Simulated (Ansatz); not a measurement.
Input, command and steps of an Ansatz relaxation.

```yaml
crystal:
  lattice:
    - [1.916929554, -5.912955419, 0.0]
    - [1.916929554, 5.912955419, 0.0]
    - [0.0, 0.0, 3.9095036142]
  atoms:
    - { symbol: Ti, position: [0.6566095956, 0.3433904044, 0.0] }
    - { symbol: Ti, position: [0.3433904044, 0.6566095956, 0.0] }
    - { symbol: Al, position: [0.0, 0.0, 0.0] }
    - { symbol: Al, position: [0.8277950626, 0.1722049374, 0.5] }
    - { symbol: Al, position: [0.1722049374, 0.8277950626, 0.5] }
    - { symbol: Al, position: [0.5, 0.5, 0.5] }
basis:
  ecutwfc: 500
kpoints:
  mp_grid: { grid: [10, 10, 10] }
hamiltonian:
  xc: r2scan
scf:
  occupations: { method: gaussian, width: 0.1 }
output:
  forces: true
  stress: true
  eigenvalues: true
relax:
  adjacent_minimum: "off"
  f_tol: 0.01
  max_steps: 30
  cell: { stress_tol: 0.1, fix: [volume] }
```

```bash
ansatz run input.yaml --threads 1 --pin off --max-ram 2560MiB --backend cpu --events-out ev --progress --plain --runs-dir out
```

Computed with Ansatz 0.2.0, DFT r2SCAN, scalar-relativistic, plane waves, PAW.

The volume is held at 0.94 times that of the relaxed cell.

Of 4 frames 3 are shown, positions in Å and forces in eV/Å; the SCF threshold varies from step to step. Steps run on the plane waves of an earlier cell, with a Pulay correction in the pressure. The basis is chosen afresh for the last frame, the zero of the energies, and at times for earlier ones too; energy and pressure step there, also at an unchanged geometry.

```xyz
6
Lattice="1.9169 -5.9130 0.0000 1.9169 5.9130 0.0000 0.0000 0.0000 3.9095" Properties=species:S:1:pos:R:3:forces:R:3 pbc="T T T" step=1 free_energy_over_end_meV_per_atom=0.04 pressure_GPa=8.23
Ti    1.9169   -1.8521    0.0000    0.0000   -0.0273    0.0000
Ti    1.9169    1.8521    0.0000    0.0000    0.0273    0.0000
Al    0.0000    0.0000    0.0000    0.0000    0.0000    0.0000
Al    1.9169   -3.8765    1.9548    0.0000   -0.0396    0.0000
Al    1.9169    3.8765    1.9548    0.0000    0.0396    0.0000
Al    1.9169    0.0000    1.9548    0.0000    0.0000    0.0000
6
Lattice="1.9173 -5.9147 0.0000 1.9173 5.9147 0.0000 0.0000 0.0000 3.9076" Properties=species:S:1:pos:R:3:forces:R:3 pbc="T T T" step=2 free_energy_over_end_meV_per_atom=0.00 pressure_GPa=8.21
Ti    1.9173   -1.8558    0.0000    0.0000    0.0152    0.0000
Ti    1.9173    1.8558    0.0000    0.0000   -0.0152    0.0000
Al    0.0000    0.0000    0.0000    0.0000    0.0000    0.0000
Al    1.9173   -3.8814    1.9538    0.0000   -0.0043    0.0000
Al    1.9173    3.8814    1.9538    0.0000    0.0043    0.0000
Al    1.9173    0.0000    1.9538    0.0000    0.0000    0.0000
6
Lattice="1.9171 -5.9149 0.0000 1.9171 5.9149 0.0000 0.0000 0.0000 3.9078" Properties=species:S:1:pos:R:3:forces:R:3 pbc="T T T" step=4 free_energy_over_end_meV_per_atom=0.00 pressure_GPa=8.21
Ti    1.9171   -1.8548    0.0000    0.0000   -0.0015    0.0000
Ti    1.9171    1.8548    0.0000    0.0000    0.0015    0.0000
Al    0.0000    0.0000    0.0000    0.0000    0.0000    0.0000
Al    1.9171   -3.8818    1.9539    0.0000    0.0013    0.0000
Al    1.9171    3.8818    1.9539    0.0000   -0.0013    0.0000
Al    1.9171    0.0000    1.9539    0.0000    0.0000    0.0000
```

Time: 3.6 min on 1 thread of Arm Neoverse V1, with other jobs on the host, peak memory 0.97 GiB.